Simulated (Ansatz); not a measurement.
**SiO2: the band gap up the ladder of functionals**

An exercise on one series of results from a longer session: the logs are not shown, and one member is left open.

Program: Ansatz 0.2.0. PAW datasets, plane waves. The values are computed, spin-unpolarised, and not measurements.

### The system as given

The cell was relaxed beforehand with r2SCAN.

Space group P6_422 (No. 181), hexagonal; a = 5.059 Å, c = 5.541 Å in the conventional setting, 13.65 Å³ an atom. Near Si stand 4 O at 1.61 Å; near O stand 2 Si at 1.61 Å.

The structure in full:

```cif
data_structure
_symmetry_space_group_name_H-M 'P6_422'
_symmetry_Int_Tables_number 181
_cell_length_a 5.0591
_cell_length_b 5.0591
_cell_length_c 5.5410
_cell_angle_alpha 90.000
_cell_angle_beta 90.000
_cell_angle_gamma 120.000
_cell_volume 122.82
loop_
_atom_site_label
_atom_site_type_symbol
_atom_site_symmetry_multiplicity
_atom_site_Wyckoff_symbol
_atom_site_fract_x
_atom_site_fract_y
_atom_site_fract_z
_atom_site_occupancy
Si1 Si 3 c 0.00000 0.50000 0.33333 1
O1 O 6 j 0.58352 0.79176 0.83333 1
```

The first run:

Contents of input.yaml:

```yaml
crystal:
  lattice:
    - [5.0590592445, 0.0, 0.0]
    - [-2.5295296222, 4.381273825, 0.0]
    - [0.0, 0.0, 5.5410346965]
  atoms:
    - { symbol: Si, position: [0.0, 0.5, 0.3333333333] }
    - { symbol: Si, position: [0.5, 0.5, 0.6666666667] }
    - { symbol: Si, position: [0.5, 0.0, 0.0] }
    - { symbol: O, position: [0.5835190207, 0.7917595104, 0.8333333333] }
    - { symbol: O, position: [0.7917595104, 0.5835190207, 0.5] }
    - { symbol: O, position: [0.7917595104, 0.2082404896, 0.1666666667] }
    - { symbol: O, position: [0.4164809793, 0.2082404896, 0.8333333333] }
    - { symbol: O, position: [0.2082404896, 0.4164809793, 0.5] }
    - { symbol: O, position: [0.2082404896, 0.7917595104, 0.1666666667] }
kpoints:
  mp_grid: { grid: [6, 6, 6] }
  band_path:
    path:
      - [[0.0, 0.0, 0.0], [0.5, -1.076900834405e-17, 1.144702598725e-35], [0.3333333333333, 0.3333333333333, 5.117988723329e-35], [0.0, 0.0, 0.0], [1.458306602442e-51, -1.773789163755e-51, 0.5], [0.5, -1.076900834405e-17, 0.5], [0.3333333333333, 0.3333333333333, 0.5], [1.458306602442e-51, -1.773789163755e-51, 0.5]]
      - [[0.5, -1.076900834405e-17, 0.5], [0.5, -1.076900834405e-17, 1.144702598725e-35]]
      - [[0.3333333333333, 0.3333333333333, 0.5], [0.3333333333333, 0.3333333333333, 5.117988723329e-35]]
    npoints: 10
hamiltonian:
  xc: pbe
scf:
  occupations: { method: fermi_dirac, width: 0.02 }
  n_extra_bands: 6
output:
  forces: true
  stress: true
  eigenvalues: true
```

The run is started by

```
$ ansatz run input.yaml --threads 4 --pin off --max-ram 6451MiB --backend cpu --events-out ev --progress --plain --runs-dir out
```

Steps of the session up to this table: PBE bands along the symmetry lines; r2SCAN at the same geometry; Single point with HSE06; PBE0 at the same geometry.

One of the session's tables, all rows but one given; the rest of the session is left out.

```
 level  gap (eV)
   PBE      5.71
r2SCAN      6.29
 HSE06      7.50
  PBE0         ?
```

Estimate the missing values for PBE0.

**Answer.** gap (eV): 8.26. In the column «gap (eV)» it is the highest.

Meshes: PBE 6×6×6, r2SCAN 6×6×6, HSE06 6×6×4, PBE0 6×6×4

In words: The gap runs from 5.71 eV (PBE) to 8.26 eV (PBE0). Against HSE06, PBE is short by 1.79 eV, at 76 % of it, and r2SCAN 84 %. PBE0 lies 0.77 eV above HSE06, which differs from it by screening the long-range exchange.

Limits of these values: Warnings in the runs' records: stress scf threshold loose, stress exchange threshold loose.
